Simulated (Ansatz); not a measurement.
# AlNi: the order of phases at one pressure

Which of rocksalt, CsCl, WC, NiAs, zincblende has the lowest enthalpy for AlNi at one common pressure? Methods of the runs shown: LAPW. Companion runs by PAW are cited.

Program: Ansatz 0.2.0. Level of theory: DFT, PBE, all-electron LAPW, scalar-relativistic. These are calculated values, not measurements.

## Step 1: The structure to begin with

The structure is cubic, space group Fm-3m (No. 225). Conventional cell: a = 4.316 Å, b = 4.316 Å, c = 4.316 Å, α = 90.00°, β = 90.00°, γ = 90.00°. Ni (site symmetry m-3m) has 6 Al at 2.16 Å as nearest neighbours. Around Al (site symmetry m-3m) lie 6 Ni at 2.16 Å.

Coordinates:

```cif
data_structure
_symmetry_space_group_name_H-M 'P 1'
_symmetry_Int_Tables_number 1
_cell_length_a 3.0516
_cell_length_b 3.0516
_cell_length_c 3.0516
_cell_angle_alpha 60.000
_cell_angle_beta 60.000
_cell_angle_gamma 60.000
_cell_volume 20.09
loop_
_atom_site_label
_atom_site_type_symbol
_atom_site_fract_x
_atom_site_fract_y
_atom_site_fract_z
_atom_site_occupancy
Ni1 Ni 0.00000 0.00000 0.00000 1
Al1 Al 0.50000 0.50000 0.50000 1
```

Atoms are numbered in the order of the input: Ni1, Al2.

## Step 2: Rocksalt relaxed under pressure, LAPW

input.yaml

```yaml
crystal:
  lattice:
    - [0.0, 2.1578274769, 2.1578274769]
    - [2.1578274769, 0.0, 2.1578274769]
    - [2.1578274769, 2.1578274769, 0.0]
  atoms:
    - { symbol: Ni, position: [0.0, 0.0, 0.0] }
    - { symbol: Al, position: [0.5, 0.5, 0.5] }
kpoints:
  mp_grid: { grid: [15, 15, 15] }
scf:
  occupations: { method: fermi_dirac, width: 0.05 }
hamiltonian:
  xc: pbe
  pseudopotentials: { kind: all_electron, lapw: { basis_error: 0.0005 } }
output:
  forces: true
  stress: true
  eigenvalues: true
relax:
  f_tol: 0.005
  max_steps: 12
  cell: { p_target: 83.0, stress_tol: 0.042 }
```

Launch:

```sh
> ansatz run input.yaml --threads 1 --pin off --max-ram 3584MiB --backend cpu --events-out ev --progress --plain --runs-dir out
```

The runs that follow: CsCl relaxed under pressure, LAPW; WC relaxed under pressure, LAPW; NiAs at the cell that PAW relaxed, LAPW; Zincblende relaxed under pressure, LAPW.

**Question.** What will these runs give? Wanted: pressure; lowest (for each run or level that gives them).

The runs gave:

| quantity | value |
| --- | --- |
| pressure | 83 GPa |
| lowest (LAPW) | CsCl, 328.7 meV/atom under WC |
| lowest (PAW) | CsCl, 330.8 meV/atom under WC |

**Reading.** By LAPW the order is CsCl < WC < NiAs < rocksalt < zincblende. By PAW the order is CsCl < WC < NiAs < rocksalt < zincblende. The methods agree on the lowest phase. Only these structures were tried, with electrons smeared by 0.05 eV and without vibrations, so the true ground state may be another. The k meshes differ between phases and weren't tested, which can move differences by some meV. Spin polarisation is left out here, though a magnetic state may lie well lower.
